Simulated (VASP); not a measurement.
A run of VASP 6.6.1:

The input INCAR:

```
SYSTEM = Ni
PREC = Accurate
ENCUT = 520
EDIFF = 1E-7
ISMEAR = 0
SIGMA = 0.1
LREAL = .False.
LASPH = .True.
NELM = 150
ALGO = Normal
ISIF = 2
LWAVE = .False.
LCHARG = .True.
ISPIN = 2
MAGMOM = 1 1 1 1 1 1 1
LORBIT = 11
LMAXMIX = 4
LELF = .True.
LVHAR = .True.
LVACPOTAV = .True.
```

The input KPOINTS:

```
regular mesh
0
Gamma
  12 12 1
  0 0 0
```

File POSCAR:

```
Ni
1.0
    2.4918442969      0.0000000000      0.0000000000
    0.0000000000      2.4918442969      0.0000000000
    0.0000000000      0.0000000000     24.5720000000
Ni
7
Direct
    0.0000000000      0.0000000000      0.2848770959
    0.5000000000      0.5000000000      0.3565847306
    0.0000000000      0.0000000000      0.4282923653
    0.5000000000      0.5000000000      0.5000000000
    0.0000000000      0.0000000000      0.5717076347
    0.5000000000      0.5000000000      0.6434152694
    0.0000000000      0.0000000000      0.7151229041
```

Potentials or basis: VASP PAW LDA potentials, release 64 (Ni).

Launch:

```console
$ cat potpaw_LDA.64/Ni/POTCAR > POTCAR
$ mpirun -np 1 vasp_std > vasp.out
```

Hardware: 1 thread of Intel(R) Xeon(R) Platinum 8488C (Sapphire Rapids), on a shared host.

Problem. How long does it take, and how much memory?

Solution. Run time: 17 min on 1 thread of Intel(R) Xeon(R) Platinum 8488C (Sapphire Rapids), on a shared host, peak memory 0.4 GiB. Counts: scf iterations 44, k points 28.
